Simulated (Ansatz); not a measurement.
## Band gap (eV)

Cell A: C (diamond, Fd-3m), 2 atoms in the cell, k-point mesh 16×16×16 on the run's own vectors. Conventional cell: a = 3.5716 Å, b = 3.5716 Å, c = 3.5716 Å, α = 90.00°, β = 90.00°, γ = 90.00°.

Cell B: BN (zinc blende, F-43m), 2 atoms in the cell, k-point mesh 16×16×16 on the run's own vectors. Conventional cell: a = 3.624 Å, b = 3.624 Å, c = 3.624 Å, α = 90.00°, β = 90.00°, γ = 90.00°.

Cell C: BeO (wurtzite, P6₃mc), 4 atoms in the cell, k-point mesh 18×18×8 on the run's own vectors. Conventional cell: a = b = 2.712 Å, c = 4.404 Å, α = β = 90.00°, γ = 120.00°.

Computed with Ansatz (plane waves, PAW), its PAW set soft_1, cutoff 420 eV, 500 eV for r2SCAN. The structures are at rest with PBE; other levels are single points on them. Neutral cells; Fermi-Dirac smearing of at most 0.05 eV in the solids, energies taken to zero width. The lattices are those relaxed with PBE, so at other levels the solids can be strained, which adds to the spread. A dispersion term ran beside these levels; it doesn't touch the electrons. Gaps are highest filled to lowest empty Kohn-Sham level on the run's k-point mesh, states of defects and surfaces included; edges off the mesh make the true gap smaller, and under 0.08 eV counts as none.

```csv
cell,PBE,r2SCAN
A,4.13 (indirect),[?]
B,4.46 (indirect),[?]
C,7.46 (direct),8.29 (direct)
```

What belongs in the gaps?


- A, r2SCAN: 4.34 (indirect)
- B, r2SCAN: 4.98 (indirect)

Ansatz is a program for electronic structure.
